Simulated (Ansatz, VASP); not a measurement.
**GaAs: VASP beside Ansatz**

INCAR

```
PREC = Accurate
ENCUT = 900
EDIFF = 1E-6
ISMEAR = -1
SIGMA = 0.05
LREAL = False
LASPH = True
NELM = 60
ALGO = Fast
ISIF = 3
LWAVE = False
LCHARG = False
GGA = PE
IBRION = 2
NSW = 60
EDIFFG = -0.01
```

The input KPOINTS:

```
Automatic mesh
0
Gamma
  8 8 8
```

The input POSCAR:

```
GaAs
1.0
    0.0000000000      2.8268500000      2.8268500000
    2.8268500000      0.0000000000      2.8268500000
    2.8268500000      2.8268500000      0.0000000000
As Ga
1 1
Direct
    0.7500000000      0.7500000000      0.7500000000
    0.0000000000      0.0000000000      0.0000000000
```

input.yaml

```yaml
crystal:
  lattice:
    - [0.0, 2.82685, 2.82685]
    - [2.82685, 0.0, 2.82685]
    - [2.82685, 2.82685, 0.0]
  atoms:
    - { symbol: As, position: [0.75, 0.75, 0.75] }
    - { symbol: Ga, position: [0.0, 0.0, 0.0] }
hamiltonian:
  xc: pbe
  pseudopotentials: { kind: paw }
kpoints:
  mp_grid: { grid: [8, 8, 8] }
scf:
  occupations: { method: fermi_dirac, width: 0.05 }
output:
  forces: true
  stress: true
  write_density: true
  write_potential: true
  elf: true
  volumetric_format: npy
relax:
  f_tol: 0.01
  max_steps: 40
  cell: { stress_tol: 0.05 }
```

Alike in both runs: task relaxation of cell and atoms; functional PBE; k mesh 8 × 8 × 8; occupations fermi-dirac, width 0.05 eV; no spin polarisation.

```csv
,VASP,Ansatz
version,VASP 6.6.1,Ansatz 0.2.0
potentials or method,"VASP PAW PBE potentials, release 64 (As_GW, Ga_d_GW)",Ansatz PAW
plane-wave cutoff (eV),900,420
valence electrons in the cell,18,28
```

Ansatz gave:

- gap on the k mesh at the Fermi level, each at its own relaxed structure (eV): 0.16
- relaxed volume (Å³/atom): 23.71
- relaxed cell length with the largest relative difference (Å): 4.063
- energy change over the relaxation (meV/atom): -11

Q: Estimate VASP's values.

A: gap on the k mesh at the Fermi level, each at its own relaxed structure (eV): 0.14; relaxed volume (Å³/atom): 23.75; relaxed cell length with the largest relative difference (Å): 4.065; energy change over the relaxation (meV/atom): -12.

The two sets of potentials don't hold the same shells in valence.

Caveats: the plane-wave basis is chosen anew once the cell has moved, so the energies of steps on either side of that aren't comparable (Ansatz). PBE gaps usually lie below the measured ones, often by a third to a half. PBE usually gives volumes a little too large and moduli too small. Zero-point motion and thermal expansion aren't in these numbers.
